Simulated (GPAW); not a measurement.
Nb:

```
Nb
1.0
     2.71964    0.00000    0.00000
     0.00000    2.71964    0.00000
     0.00000    0.00000    2.71964
Nb
1
Direct
  0.50000 0.50000 0.50000
```

The cell was built by a generator and needn't be a form met in nature.

| Item | Value |
| --- | --- |
| Program | GPAW 26.7.0 |
| Task | relaxation of cell and atoms |
| Functional | AM05 |
| Potentials or basis | PAW data sets generated in the run's folder for this functional |
| Cutoff | 600 eV |
| Basis | pw |
| k mesh | 8 × 8 × 8 |
| Occupations | fermi-dirac, width 0.05 eV |
| Spin | no spin polarisation |

At the start: pressure -7.6 GPa; volume 20.12 Å³/atom.

Where does the relaxation end?

Over 3 steps the energy falls by 28.4 meV/atom and the volume is 18.96 Å³/atom (-5.7 %); space group Pm-3m (No. 221, to 0.05 Å).

Step by step:
| step | energy change (eV) | largest force (eV/Å) | pressure (GPa) | volume (Å³) |
| --- | --- | --- | --- | --- |
| 1 | 0.0000 | 0.0000 | -7.60 | 20.12 |
| 2 | -0.0258 | 0.0000 | -2.43 | 19.31 |
| 3 | -0.0284 | 0.0000 | 0.15 | 18.96 |

Final structure:
```yaml
crystal:
  lattice:
    - [2.66668, 0.00000, 0.00000]
    - [0.00000, 2.66668, 0.00000]
    - [0.00000, 0.00000, 2.66668]
  atoms:
    - { symbol: Nb, position: [0.50000, 0.50000, 0.50000] }
```

Caveat: later steps reuse the first step's grids.
